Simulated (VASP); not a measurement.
# Si (Fd-3m) in VASP: notebook, part 2 of 2

VASP 6.6.1. Earlier steps stand in the parts before.

### Step 4. Single point, PBE

This run uses another cell than the first one, of 20.46 Å³/atom, 1.022 times its volume.

File INCAR:

```
  ALGO = Normal
  EDIFF = 1E-6
  ENCUT = 520
  GGA = PE
  ISIF = 2
  ISMEAR = 0
  LASPH = True
  LCHARG = False
  LREAL = False
  LWAVE = False
  NBANDS = 11
  NELM = 60
  PREC = Accurate
  SIGMA = 0.05
```

File KPOINTS:

```
k-points
0
Gamma
  14 14 14
```

File POSCAR:

```
Si
1.0
    0.0000000000      2.7351216505      2.7351216505
    2.7351216505      0.0000000000      2.7351216505
    2.7351216505      2.7351216505      0.0000000000
Si
2
Direct
    0.5000000000      0.5000000000      0.5000000000
    0.7500000000      0.7500000000      0.7500000000
```

Potentials or basis: VASP PAW PBE potentials, release 64 (Si).

On the command line:

```console
> cat potpaw_PBE.64/Si/POTCAR > POTCAR
> mpirun -np 1 vasp_std > vasp.out
```

OUTCAR:

```text
EDIFF = 1E-6
   ENCUT = 520
   GGA = PE
   ISIF = 2
   ISMEAR = 0
   LASPH = True
   LREAL = False
   NELM = 60
   PREC = Accurate

 ion  position               nearest neighbor table
   1  0.500  0.500  0.500-   2 2.37   2 2.37   2 2.37   2 2.37
   2  0.750  0.750  0.750-   1 2.37   1 2.37   1 2.37   1 2.37

  LATTYP: Found a face centered cubic cell.
 ALAT       =     5.4702433010

  Lattice vectors:

 A1 = (   0.0000000000,   2.7351216505,   2.7351216505)
 A2 = (   2.7351216505,   0.0000000000,   2.7351216505)
 A3 = (   2.7351216505,   2.7351216505,   0.0000000000)

Analysis of symmetry for initial positions (statically):
=====================================================================
 Subroutine PRICEL returns:
 Original cell was already a primitive cell.

 Routine SETGRP: Setting up the symmetry group for a
 face centered cubic supercell.

 Subroutine GETGRP returns: Found 48 space group operations
 (whereof 24 operations were pure point group operations)
 out of a pool of 48 trial point group operations.

The static configuration has the point symmetry T_d .
 The point group associated with its full space group is O_h .

Analysis of symmetry for dynamics (positions and initial velocities):
=====================================================================
 Subroutine PRICEL returns:
 Original cell was already a primitive cell.

 Routine SETGRP: Setting up the symmetry group for a
 face centered cubic supercell.

 Subroutine GETGRP returns: Found 48 space group operations
 (whereof 24 operations were pure point group operations)
 out of a pool of 48 trial point group operations.

The dynamic configuration has the point symmetry T_d .
 The point group associated with its full space group is O_h .

 Subroutine INISYM returns: Found 48 space group operations
 (whereof 24 operations are pure point group operations),
 and found     1 'primitive' translations

----------------------------------------------------------------------------------------

                                     Primitive cell

  volume of cell :      40.9223

  direct lattice vectors                    reciprocal lattice vectors
     0.000000000  2.735121651  2.735121651    -0.182807225  0.182807225  0.182807225
     2.735121651  0.000000000  2.735121651     0.182807225 -0.182807225  0.182807225
     2.735121651  2.735121651  0.000000000     0.182807225  0.182807225 -0.182807225

  length of vectors
     3.868046133  3.868046133  3.868046133     0.316631402  0.316631402  0.316631402

  position of ions in fractional coordinates (direct lattice)
     0.500000000  0.500000000  0.500000000
     0.750000000  0.750000000  0.750000000

  ion indices of the primitive-cell ions
   primitive index   ion index
                 1           1
                 2           2

----------------------------------------------------------------------------------------

 KPOINTS: k-points

Automatic generation of k-mesh.
 Grid dimensions read from file:
 generate k-points for:   14   14   14

 Generating k-lattice:

  Cartesian coordinates                     Fractional coordinates (reciprocal lattice)
    -0.013057659  0.013057659  0.013057659     0.071428571  0.000000000  0.000000000
     0.013057659 -0.013057659  0.013057659     0.000000000  0.071428571  0.000000000
     0.013057659  0.013057659 -0.013057659     0.000000000  0.000000000  0.071428571

  Length of vectors
     0.022616529  0.022616529  0.022616529

  Shift w.r.t. Gamma in fractional coordinates (k-lattice)
     0.000000000  0.000000000  0.000000000

 Subroutine IBZKPT returns following result:
 ===========================================

 Found    104 irreducible k-points:

 Following reciprocal coordinates:
            Coordinates               Weight
  0.000000  0.000000  0.000000      1.000000
  0.071429  0.000000  0.000000      8.000000
  0.142857  0.000000  0.000000      8.000000
  0.214286  0.000000  0.000000      8.000000
  0.285714  0.000000  0.000000      8.000000
  0.357143  0.000000  0.000000      8.000000
[... 16 lines left out ...]
  0.214286  0.142857  0.000000     24.000000
  0.285714  0.142857  0.000000     24.000000
 [... further k-points ...]
   k-points           NKPTS =    104   k-points in BZ     NKDIM =    104   number of bands    NBANDS=     11
   number of dos      NEDOS =    301   number of ions     NIONS =      2
   total plane-waves  NPLWV =  27000
   dimension x,y,z NGX =    30 NGY =   30 NGZ =   30
   dimension x,y,z NGXF=    60 NGYF=   60 NGZF=   60
   ions per type =               2
   NGX,Y,Z   is equivalent  to a cutoff of  12.89, 12.89, 12.89 a.u.
   NGXF,Y,Z  is equivalent  to a cutoff of  25.79, 25.79, 25.79 a.u.
 SYSTEM =  unknown system
   PREC   = accura    normal or accurate (medium, high low for compatibility)
   ISTART =      0    job   : 0-new  1-cont  2-samecut
   ICHARG =      2    charge: 1-file 2-atom 10-const
   ISPIN  =      1    spin polarized calculation?
   LNONCOLLINEAR =      F non collinear calculations
   LSORBIT =      F    spin-orbit coupling
   LASPH  =      T    aspherical Exc in radial PAW
   ENCUT  =  520.0 eV  38.22 Ry    6.18 a.u.   7.19  7.19  7.19*2*pi/ulx,y,z
   NELM   =     60;   NELMIN=  2; NELMDL= -5     # of ELM steps
   EDIFF  = 0.1E-05   stopping-criterion for ELM
   LREAL  =      F    real-space projection
   EDIFFG = 0.1E-04   stopping-criterion for IOM
   NSW    =      0    number of steps for IOM
   IBRION =     -1    ionic relax: 0-MD 1-quasi-New 2-CG
   NFREE  =      0    steps in history (QN), initial steepest desc. (CG)
   ISIF   =      2    stress and relaxation
   ISYM   =      2    0-nonsym 1-usesym 2-fastsym
   POTIM  = 0.5000    time-step for ionic-motion
   TEBEG  =    0.0;   TEEND  =   0.0 temperature during run
   PSTRESS=    0.0 pullay stress
   NELECT =       8.0000    total number of electrons
   NUPDOWN=      -1.0000    fix difference up-down
   EMIN   =  10.00;   EMAX   =-10.00  energy-range for DOS
   EFERMI =   0.00;   METHOD = LEGACY
   ISMEAR =     0;   SIGMA  =   0.05  broadening in eV -4-tet -1-fermi 0-gaus
   EFERMI_NEDOS =   21; number of points for ismear=-14 and -15
   IALGO  =     38    algorithm
   IMIX   =      4    mixing-type and parameters
     AMIX     =   0.40;   BMIX     =  1.00
     AMIX_MAG =   1.60;   BMIX_MAG =  1.00
  volume/ion in A,a.u.               =      20.46       138.08
  Fermi-wavevector in a.u.,A,eV,Ry     =   0.950134  1.795493 12.282722  0.902755
  Thomas-Fermi vector in A             =   2.078482
   LORBIT       =      0    0 simple, 1 ext, 2 COOP (PROOUT), +10 PAW based schemes
   GGA     = PE    functional components
   LHFCALC =     F    Hartree Fock is set to
   AEXX    =    0.0000 exact exchange contribution
   IVDW    =     0    specifies the selected vdW correction
   LEPSILON=     F    determine dielectric tensor
   LRPA    =     F    only Hartree local field effects (RPA)
 non-spin polarized calculation
 Gauss-broadening in eV      SIGMA  =   0.05
  energy-cutoff  :      520.00
  volume of cell :       40.92
 maximum number of plane-waves:      1123
 NGX is ok and might be reduce to    30
   NGX = 15   NGY = 15   NGZ = 15

 number of electron       8.0000001 magnetization

 Free energy of the ion-electron system (eV)
  ---------------------------------------------------
  ext. energy  EPLUGINS =         0.00000000
  ---------------------------------------------------
  free energy    TOTEN  =       -10.84989491 eV

  energy without entropy =      -10.84989491  energy(sigma->0) =      -10.84989491

 E-fermi :   5.8459     XC(G=0):  -9.3244

 val. band max:        5.6073456369   @ k =   0.0000   0.0000   0.0000
 cond. band min:       6.2207616636   @ k =   0.4286   0.4286   0.0000
 fundamental gap:      0.6134160268
 Fermi energy:         5.8459162768

 k-point     1 :       0.0000    0.0000    0.0000
  band No.  band energies     occupation
      1      -6.2016      2.00000
      2       5.6073      2.00000
      3       5.6073      2.00000
      4       5.6073      2.00000
      5       8.1642      0.00000
      6       8.1642      0.00000
      7       8.1642      0.00000
      8       8.7317      0.00000
      9      13.3164      0.00000
     10      13.3164      0.00000
     11      13.4813      0.00000
[... 309 lines left out ...]
 k-point    24 :       0.2857    0.1429    0.0000
  band No.  band energies     occupation
      1      -5.2565      2.00000
      2       1.8755      2.00000
      3       4.0767      2.00000
      4       4.1259      2.00000
      5       7.6831      0.00000
      6       9.4310      0.00000
      7      10.1694      0.00000
      8      10.3183      0.00000
      9      13.6126      0.00000
     10      14.0810      0.00000
     11      15.7451      0.00000

 [... further k-points ...]
[... 5 lines left out ...]
  --------------------------------------------------------------------------------------
  -------------------------------------------------------------------------------------
  Total       -0.0192999     -0.0192999     -0.0192999      0.0000000      0.0000000      0.0000000
  in kB       -0.7556239     -0.7556239     -0.7556239      0.0000000      0.0000000      0.0000000
  external PRESSURE =      -0.7556239 kB  Pullay stress =       0.0000000 kB

 VOLUME and BASIS-vectors are now :
 -----------------------------------------------------------------------------
  energy-cutoff  :      520.00
  volume of cell :       40.92
      direct lattice vectors                 reciprocal lattice vectors
     0.000000000  2.735121651  2.735121651    -0.182807225  0.182807225  0.182807225
     2.735121651  0.000000000  2.735121651     0.182807225 -0.182807225  0.182807225
     2.735121651  2.735121651  0.000000000     0.182807225  0.182807225 -0.182807225

 POSITION                                       TOTAL-FORCE (eV/Angst)
 -----------------------------------------------------------------------------------
      2.73512      2.73512      2.73512         0.000000      0.000000      0.000000
      4.10268      4.10268      4.10268        -0.000000     -0.000000     -0.000000
 -----------------------------------------------------------------------------------
    total drift:                                0.000000     -0.000000     -0.000000

  FREE ENERGIE OF THE ION-ELECTRON SYSTEM (eV)
  ---------------------------------------------------
  free  energy   TOTEN  =       -10.8498949090 eV

  energy  without entropy=      -10.8498949090  energy(sigma->0) =      -10.84989491
```

OSZICAR:

```text
N       E                     dE             d eps       ncg     rms          rms(c)
DAV:   1     0.836025326930E+01    0.83603E+01   -0.32350E+03  2288   0.585E+02
DAV:   2    -0.104334828239E+02   -0.18794E+02   -0.18022E+02  3039   0.862E+01
DAV:   3    -0.110129117269E+02   -0.57943E+00   -0.57799E+00  2918   0.133E+01
DAV:   4    -0.110174234198E+02   -0.45117E-02   -0.45111E-02  2740   0.148E+00
DAV:   5    -0.110174700599E+02   -0.46640E-04   -0.46639E-04  2931   0.140E-01    0.474E+00
DAV:   6    -0.109019531588E+02    0.11552E+00   -0.64716E-02  2590   0.105E+00    0.289E+00
DAV:   7    -0.108483845502E+02    0.53569E-01   -0.12704E-01  2617   0.158E+00    0.166E-01
DAV:   8    -0.108496583403E+02   -0.12738E-02   -0.57590E-03  2620   0.406E-01    0.791E-02
DAV:   9    -0.108498695587E+02   -0.21122E-03   -0.20413E-04  2840   0.866E-02    0.582E-02
DAV:  10    -0.108498942996E+02   -0.24741E-04   -0.21528E-05  2698   0.268E-02    0.531E-03
DAV:  11    -0.108498949090E+02   -0.60939E-06   -0.19923E-06  2816   0.732E-03
   1 F= -.10849895E+02 E0= -.10849895E+02  d E =-.399778E-14
```

stdout:

```text
POSCAR found type information on POSCAR Si
 POSCAR found :  1 types and       2 ions
 scaLAPACK will be used
 LDA part: xc-table for (Slater+PW92), standard interpolation
 POSCAR, INCAR and KPOINTS ok, starting setup
 FFT: planning ... GRIDC
 FFT: planning ... GRID_SOFT
 FFT: planning ... GRID
 WAVECAR not read
 entering main loop
```

Run time: 31 s. Hardware: 1 thread of Intel Xeon Platinum 8488C (Sapphire Rapids), shared host; peak memory 0.17 GiB.

Results:

| Property | Result |
| --- | --- |
| Free energy | -10.8499 eV |
| Pressure | -0.1 GPa |
| Band gap on the k mesh | 0.61 eV, indirect (least direct gap 2.56 eV) |

### Step 5. Overview

| cell | gap on the mesh (eV) | pressure (GPa) |
| --- | --- | --- |
| Fd-3m, 20.01 Å³/atom | 0.57 | 2.0 |
| Fd-3m, 20.29 Å³/atom | 0.60 | 0.7 |
| Fd-3m, 20.46 Å³/atom | 0.61 | -0.1 |

Alike in all rows: task single point; level PBE; potentials or basis VASP PAW PBE potentials, release 64 (Si); no spin polarisation; k mesh 14 × 14 × 14; cutoff (eV) 520; smearing gaussian 0.05 eV.

On the cell as given the gap runs from 0.57 eV (PBE) to 0.61 eV (PBE).

Absolute energies hang on the potentials; compare differences alone.
